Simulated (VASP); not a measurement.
# H in VASP: further runs, part 2 of 2

VASP 6.6.1.

## (4) Single point, PBEsol

The input, INCAR:

```
PREC = Accurate ; ENCUT = 520
EDIFF = 1E-6 ; ISMEAR = -1
SIGMA = 0.05 ; LREAL = Auto
LASPH = True ; NELM = 100
ALGO = Normal ; ISIF = 2
LWAVE = False ; LCHARG = True
GGA = PS ; LELF = True
LVHAR = True ; NBANDS = 26
```

The input, KPOINTS:

```
regular mesh
0
Gamma
  1 1 1
```

The input, POSCAR:

```
H
1.0
    6.4633040000      0.0000000000      0.0000000000
    0.0000000000      6.4633040000      0.0000000000
    0.0000000000      0.0000000000      6.4633040000
H
20
Direct
    0.6067330269      0.2437298323      1.0160283347
    0.5788680217      0.3405533764      1.0894582709
    0.8526134621      0.4997289312      0.1358902506
    0.8800761963      0.5873776013      0.0686645716
    1.0730734621      0.4526477480      0.7269811230
    1.1412429309      0.3664689144      0.7567027638
    0.8055632228      0.2558907952      0.3176084554
    0.8691839344      0.1737656159      0.3608525918
    0.2758341554      0.5368771142      0.0881128290
    0.2994134269      0.6262277003      0.0125941778
    0.5627771802     -0.5042158005      0.6693325890
    0.5792702927     -0.4781145990      0.5575321848
   -0.1251991242      0.7926441337      0.4557111966
   -0.0559311461      0.6973213700      0.4483310703
    0.3912859429      1.0142181151      0.5239270813
    0.3159529553      1.1017584814      0.5216527027
   -0.0195565612     -0.1283399326     -0.1272414233
   -0.0218309397     -0.0711091417     -0.0253430753
    0.3220798527      0.0108149021      0.1115528528
    0.2897898660     -0.1035229041      0.1028111938
```

Potentials or basis: VASP PAW PBE potentials, release 64 (H).

Launch:

```sh
cat potpaw_PBE.64/H/POTCAR > POTCAR
mpirun -np 1 vasp_gam > vasp.out
```

OUTCAR:

```text
PREC = Accurate
   ENCUT = 520
   EDIFF = 1E-6
   ISMEAR = -1
   LREAL = Auto
   LASPH = True
   NELM = 100
   ISIF = 2
   GGA = PS

 ion  position               nearest neighbor table
   1  0.607  0.244  0.016-   2 0.81
   2  0.579  0.341  0.089-   1 0.81
   3  0.853  0.500  0.136-   4 0.74
   4  0.880  0.587  0.069-   3 0.74
   5  0.073  0.453  0.727-   6 0.74
   6  0.141  0.366  0.757-   5 0.74
[... 12 lines left out ...]
  19  0.322  0.011  0.112-  20 0.77
  20  0.290  0.896  0.103-  19 0.77

  LATTYP: Found a simple cubic cell.
 ALAT       =     6.4633040000

  Lattice vectors:

 A1 = (   6.4633040000,   0.0000000000,   0.0000000000)
 A2 = (   0.0000000000,   6.4633040000,   0.0000000000)
 A3 = (   0.0000000000,   0.0000000000,   6.4633040000)

Analysis of symmetry for initial positions (statically):
=====================================================================
 Subroutine PRICEL returns:
 Original cell was already a primitive cell.

 Routine SETGRP: Setting up the symmetry group for a
 simple cubic supercell.

 Subroutine GETGRP returns: Found  1 space group operations
 (whereof  1 operations were pure point group operations)
 out of a pool of 48 trial point group operations.

The static configuration has the point symmetry C_1 .

Analysis of symmetry for dynamics (positions and initial velocities):
=====================================================================
 Subroutine PRICEL returns:
 Original cell was already a primitive cell.

 Routine SETGRP: Setting up the symmetry group for a
 simple cubic supercell.

 Subroutine GETGRP returns: Found  1 space group operations
 (whereof  1 operations were pure point group operations)
 out of a pool of 48 trial point group operations.

The dynamic configuration has the point symmetry C_1 .

 Subroutine INISYM returns: Found  1 space group operations
 (whereof  1 operations are pure point group operations),
 and found     1 'primitive' translations

----------------------------------------------------------------------------------------

                                     Primitive cell

  volume of cell :     270.0000

  direct lattice vectors                    reciprocal lattice vectors
     6.463304000  0.000000000  0.000000000     0.154719629  0.000000000  0.000000000
     0.000000000  6.463304000  0.000000000     0.000000000  0.154719629  0.000000000
     0.000000000  0.000000000  6.463304000     0.000000000  0.000000000  0.154719629

  length of vectors
     6.463304000  6.463304000  6.463304000     0.154719629  0.154719629  0.154719629

  position of ions in fractional coordinates (direct lattice)
     0.606733027  0.243729832  0.016028335
     0.578868022  0.340553376  0.089458271
     0.852613462  0.499728931  0.135890251
     0.880076196  0.587377601  0.068664572
     0.073073462  0.452647748  0.726981123
     0.141242931  0.366468914  0.756702764
[... 12 lines left out ...]
     0.322079853  0.010814902  0.111552853
     0.289789866  0.896477096  0.102811194

  ion indices of the primitive-cell ions
   primitive index   ion index
                 1           1
                 2           2
                 3           3
                 4           4
                 5           5
                 6           6
[... 12 lines left out ...]
                19          19
                20          20

----------------------------------------------------------------------------------------

 KPOINTS: regular mesh

Automatic generation of k-mesh.
 Grid dimensions read from file:
 generate k-points for:    1    1    1

 Generating k-lattice:

  Cartesian coordinates                     Fractional coordinates (reciprocal lattice)
     0.154719629  0.000000000  0.000000000     1.000000000  0.000000000  0.000000000
     0.000000000  0.154719629  0.000000000     0.000000000  1.000000000  0.000000000
     0.000000000  0.000000000  0.154719629     0.000000000  0.000000000  1.000000000

  Length of vectors
     0.154719629  0.154719629  0.154719629

  Shift w.r.t. Gamma in fractional coordinates (k-lattice)
     0.000000000  0.000000000  0.000000000

 Subroutine IBZKPT returns following result:
 ===========================================

 Found      1 irreducible k-points:

 Following reciprocal coordinates:
            Coordinates               Weight
  0.000000  0.000000  0.000000      1.000000
   k-points           NKPTS =      1   k-points in BZ     NKDIM =      1   number of bands    NBANDS=     26
   number of dos      NEDOS =    301   number of ions     NIONS =     20
   total plane-waves  NPLWV = 110592
   dimension x,y,z NGX =    48 NGY =   48 NGZ =   48
   dimension x,y,z NGXF=    96 NGYF=   96 NGZF=   96
   ions per type =              20
   NGX,Y,Z   is equivalent  to a cutoff of  12.35, 12.35, 12.35 a.u.
   NGXF,Y,Z  is equivalent  to a cutoff of  24.69, 24.69, 24.69 a.u.
 SYSTEM =  unknown system
   PREC   = accura    normal or accurate (medium, high low for compatibility)
   ISTART =      0    job   : 0-new  1-cont  2-samecut
   ICHARG =      2    charge: 1-file 2-atom 10-const
   ISPIN  =      1    spin polarized calculation?
   LNONCOLLINEAR =      F non collinear calculations
   LSORBIT =      F    spin-orbit coupling
   LASPH  =      T    aspherical Exc in radial PAW
   ENCUT  =  520.0 eV  38.22 Ry    6.18 a.u.  12.02 12.02 12.02*2*pi/ulx,y,z
   NELM   =    100;   NELMIN=  2; NELMDL= -5     # of ELM steps
   EDIFF  = 0.1E-05   stopping-criterion for ELM
   LREAL  =      T    real-space projection
   EDIFFG = 0.1E-04   stopping-criterion for IOM
   NSW    =      0    number of steps for IOM
   IBRION =     -1    ionic relax: 0-MD 1-quasi-New 2-CG
   NFREE  =      0    steps in history (QN), initial steepest desc. (CG)
   ISIF   =      2    stress and relaxation
   ISYM   =      2    0-nonsym 1-usesym 2-fastsym
   POTIM  = 0.5000    time-step for ionic-motion
   TEBEG  =    0.0;   TEEND  =   0.0 temperature during run
   PSTRESS=    0.0 pullay stress
   NELECT =      20.0000    total number of electrons
   NUPDOWN=      -1.0000    fix difference up-down
   EMIN   =  10.00;   EMAX   =-10.00  energy-range for DOS
   EFERMI =   0.00;   METHOD = LEGACY
   ISMEAR =    -1;   SIGMA  =   0.05  broadening in eV -4-tet -1-fermi 0-gaus
   EFERMI_NEDOS =   21; number of points for ismear=-14 and -15
   IALGO  =     38    algorithm
   IMIX   =      4    mixing-type and parameters
     AMIX     =   0.40;   BMIX     =  1.00
     AMIX_MAG =   1.60;   BMIX_MAG =  1.00
  volume/ion in A,a.u.               =      13.50        91.10
  Fermi-wavevector in a.u.,A,eV,Ry     =   0.687538  1.299259  6.431596  0.472709
  Thomas-Fermi vector in A             =   1.768082
   LORBIT       =      0    0 simple, 1 ext, 2 COOP (PROOUT), +10 PAW based schemes
   GGA     = PS    functional components
   LHFCALC =     F    Hartree Fock is set to
   AEXX    =    0.0000 exact exchange contribution
   IVDW    =     0    specifies the selected vdW correction
   LEPSILON=     F    determine dielectric tensor
   LRPA    =     F    only Hartree local field effects (RPA)
 non-spin polarized calculation
  energy-cutoff  :      520.00
  volume of cell :      270.00
 maximum number of plane-waves:      3577
   NGX = 25   NGY = 25   NGZ = 25

 number of electron      20.0000002 magnetization

 Free energy of the ion-electron system (eV)
  ---------------------------------------------------
  ext. energy  EPLUGINS =         0.00000000
  ---------------------------------------------------
  free energy    TOTEN  =       -64.74567781 eV

  energy without entropy =      -64.74567781  energy(sigma->0) =      -64.74567781

 E-fermi :  -6.6000     XC(G=0):  -4.8618

 val. band max:       -7.8347031475   @ k =   0.0000   0.0000   0.0000
 cond. band min:       0.4187518917   @ k =   0.0000   0.0000   0.0000
 fundamental gap:      8.2534550392
 Fermi energy:        -6.6000481147

 k-point     1 :       0.0000    0.0000    0.0000
  band No.  band energies     occupation
      1     -10.6961      2.00000
      2      -9.6253      2.00000
      3      -9.2598      2.00000
      4      -9.1194      2.00000
      5      -9.0384      2.00000
      6      -8.8089      2.00000
[... 14 lines left out ...]
     21       3.8832      0.00000
     22       4.1940      0.00000
 [bands above 22 left out]

------------------------ aborting loop because EDIFF is reached ----------------------------------------

  FORCE on cell =-STRESS in cart. coord.  units (eV):
  Direction    XX          YY          ZZ          XY          YZ          ZX
  --------------------------------------------------------------------------------------
  -------------------------------------------------------------------------------------
  Total        1.4541482      1.3488564      1.0522295     -0.1091072     -0.8074907      0.7680736
  in kB        8.6289016      8.0041008      6.2439198     -0.6474409     -4.7916419      4.5577411
  external PRESSURE =       7.6256407 kB  Pullay stress =       0.0000000 kB

 VOLUME and BASIS-vectors are now :
 -----------------------------------------------------------------------------
  energy-cutoff  :      520.00
  volume of cell :      270.00
      direct lattice vectors                 reciprocal lattice vectors
     6.463304000  0.000000000  0.000000000     0.154719629  0.000000000  0.000000000
     0.000000000  6.463304000  0.000000000     0.000000000  0.154719629  0.000000000
     0.000000000  0.000000000  6.463304000     0.000000000  0.000000000  0.154719629

 POSITION                                       TOTAL-FORCE (eV/Angst)
 -----------------------------------------------------------------------------------
      3.92150      1.57530      0.10360        -0.397563      0.984593      0.774540
      3.74140      2.20110      0.57820         0.176661     -1.080094     -0.909315
      5.51070      3.22990      0.87830        -0.139789     -0.556946      0.423529
      5.68820      3.79640      0.44380         0.226031      0.631462     -0.439617
      0.47230      2.92560      4.69870        -0.499925      0.556439     -0.237508
      0.91290      2.36860      4.89080         0.452499     -0.616381      0.172378
[... 12 lines left out ...]
      2.08170      0.06990      0.72100        -0.033052     -0.379872     -0.000979
      1.87300      5.79420      0.66450         0.167908      0.536818      0.098741
 -----------------------------------------------------------------------------------
    total drift:                               -0.000180      0.000087      0.000284

  FREE ENERGIE OF THE ION-ELECTRON SYSTEM (eV)
  ---------------------------------------------------
  free  energy   TOTEN  =       -64.7456778128 eV

  energy  without entropy=      -64.7456778128  energy(sigma->0) =      -64.74567781
```

Wall time 16 s (1 thread of Intel Xeon 6975P-C (Granite Rapids), shared host); peak memory 0.28 GiB.

What came out:

* Free energy: -64.7457 eV
* Pressure: 0.8 GPa
* Largest force: 1.423 eV/Å
* Band gap on the k mesh: 8.25 eV, direct

Forces in eV/Å, atoms in the order of the input:
```
H   -0.398  0.985  0.775
H    0.177 -1.080 -0.909
H   -0.140 -0.557  0.424
H    0.226  0.631 -0.440
H   -0.500  0.556 -0.238
H    0.452 -0.616  0.172
H   -0.596  0.742 -0.382
H    0.686 -0.820  0.487
H    0.123  0.346 -0.293
H   -0.064 -0.437  0.310
H   -0.044 -0.060  0.253
H    0.051  0.073 -0.238
H    0.126 -0.147  0.030
H   -0.097  0.191  0.024
H    0.228 -0.265  0.020
H   -0.234  0.280  0.022
H   -0.077 -0.018 -0.117
H   -0.057  0.039  0.000
H   -0.033 -0.380 -0.001
H    0.168  0.537  0.099
```

Caveat: the PAW data sets were made with another functional, which shifts forces and pressure a little. As with any semilocal functional, this PBEsol gap is likely too small.
